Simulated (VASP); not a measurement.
TaS2:

```
Ta S
1.0
     3.35000    0.00000    0.00000
    -1.67500    2.90119    0.00000
     0.00000    0.00000    5.86000
Ta S
1 2
Direct
  0.00000 0.00000 0.00000
  0.66667 0.33333 0.75000
  0.33333 0.66667 0.25000
```

```yaml
Program: VASP 6.6.1
Task: relaxation of cell and atoms
Functional: revPBE
Dispersion: D3(BJ)
Potentials_or_basis: VASP PAW PBE potentials, release 64 (Ta_pv, S)
Cutoff: 600 eV
k_mesh: 9 × 9 × 5
Occupations: fermi-dirac, width 0.05 eV
Spin: no spin polarisation
```

At the start: pressure 3.8 GPa; volume 18.98 Å³/atom.

Problem. Where does the relaxation end?

Solution. Over 24 steps the energy falls by 46.6 meV/atom and the volume is 17.74 Å³/atom (-6.5 %); space group P-3m1 (No. 164, to 0.05 Å).

The path:
```csv
step,energy change (eV),largest force (eV/Å),pressure (GPa),volume (Å³)
1,0.0000,1.3303,3.84,56.95
2,0.0516,0.9111,-9.60,60.77
3,-0.0600,0.3087,-2.48,58.52
4,-0.0920,0.1870,-1.35,57.00
5,-0.0972,0.1143,-0.60,56.12
6,-0.1107,0.2984,0.80,55.15
7,-0.1161,0.5081,2.55,54.06
8,-0.1207,0.4683,2.29,53.98
9,-0.1312,0.3480,1.57,53.72
10,-0.1367,0.1044,0.26,53.18
11,-0.1373,0.1640,0.56,53.31
12,-0.1384,0.1103,0.20,53.43
13,-0.1389,0.0100,-0.60,53.70
14,-0.1390,0.0260,-0.37,53.62
15,-0.1393,0.0313,-0.23,53.56
16,-0.1395,0.0400,0.04,53.43
17,-0.1395,0.0260,-0.04,53.43
18,-0.1395,0.0023,-0.15,53.42
19,-0.1396,0.0012,-0.13,53.40
20,-0.1396,0.0006,-0.03,53.31
21,-0.1396,0.0046,0.15,53.13
22,-0.1396,0.0023,0.04,53.24
23,-0.1397,0.0018,0.03,53.24
24,-0.1397,0.0011,0.00,53.23
```

Final structure:
```
Ta S
1.0
     3.30382    0.00000    0.00000
    -1.65191    2.86119    0.00000
     0.00000    0.00000    5.63156
Ta S
1 2
Direct
  0.00000 0.00000 0.00000
  0.66667 0.33333 0.72456
  0.33333 0.66667 0.27544
```

Caveat: the PAW data sets were made with another functional, which shifts forces and pressure a little.
